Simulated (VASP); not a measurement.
Input of a VASP 6.6.1 run:

File INCAR:

```
SYSTEM = Se
PREC = Accurate
ENCUT = 520
EDIFF = 1E-7
ISMEAR = 0
SIGMA = 0.1
LREAL = Auto
LASPH = .True.
NELM = 100
ALGO = Fast
ISIF = 2
LWAVE = .False.
LCHARG = .False.
GGA = PE
IVDW = 12
ISYM = 0
NBANDS = 69
```

File KPOINTS:

```
Automatic mesh
0
Gamma
  2 2 2
  0.5 0.5 0.5
```

Contents of POSCAR:

```
Se
1.0
    5.6809998619      3.2799267996     -2.9526600000
   -5.6809998619      3.2799267996     -2.9526600000
    0.0000000000      6.5598535990      7.3816500001
Se
18
Direct
    0.1874833333      0.0693333333      0.1749966667
    0.5208166667      0.4026666667      0.8416633333
    0.8541500000      0.7360000000      0.5083300000
    0.0768933333      0.4393733333      0.6787766667
    0.4102266667      0.7727066667      0.3454433333
    0.7435600000      0.1060400000      0.0121100000
    0.2818400000      0.0375100000      0.6000100000
    0.6151733333      0.3708433333      0.2666766667
    0.9485066667      0.7041766667      0.9333433333
    0.8125166667      0.9306666667      0.8250033333
    0.1458500000      0.2640000000      0.4916700000
    0.4791833333      0.5973333333      0.1583366667
    0.9231066667      0.5606266667      0.3212233333
    0.2564400000      0.8939600000      0.9878900000
    0.5897733333      0.2272933333      0.6545566667
    0.7181600000      0.9624900000      0.3999900000
    0.0514933333      0.2958233333      0.0666566667
    0.3848266667      0.6291566667      0.7333233333
```

Potentials or basis: VASP PAW PBE potentials, release 64 (Se).

Command:

```sh
$ cat potpaw_PBE.64/Se/POTCAR > POTCAR
$ mpirun -np 1 vasp_std > vasp.out
```

What does it give for the band gap on the k mesh?

1.51 eV.

Predict the dispersion energy per atom.

-0.312 eV.

Predict the largest force.

0.533 eV/Å.

Estimate the pressure.

0.8 GPa.

Forces in eV/Å, atoms in the order of the input:
```
Se   0.175  0.370  0.334
Se   0.176  0.372  0.328
Se   0.176  0.376  0.334
Se  -0.400 -0.013  0.338
Se  -0.399 -0.014  0.343
Se  -0.398 -0.020  0.344
Se   0.209 -0.348  0.337
Se   0.213 -0.348  0.330
Se   0.211 -0.345  0.337
Se  -0.175 -0.370 -0.334
Se  -0.176 -0.376 -0.334
Se  -0.176 -0.372 -0.328
Se   0.400  0.013 -0.338
Se   0.398  0.020 -0.344
Se   0.399  0.014 -0.343
Se  -0.209  0.348 -0.337
Se  -0.211  0.345 -0.337
Se  -0.213  0.348 -0.330
```

A k mesh can miss the band edges.
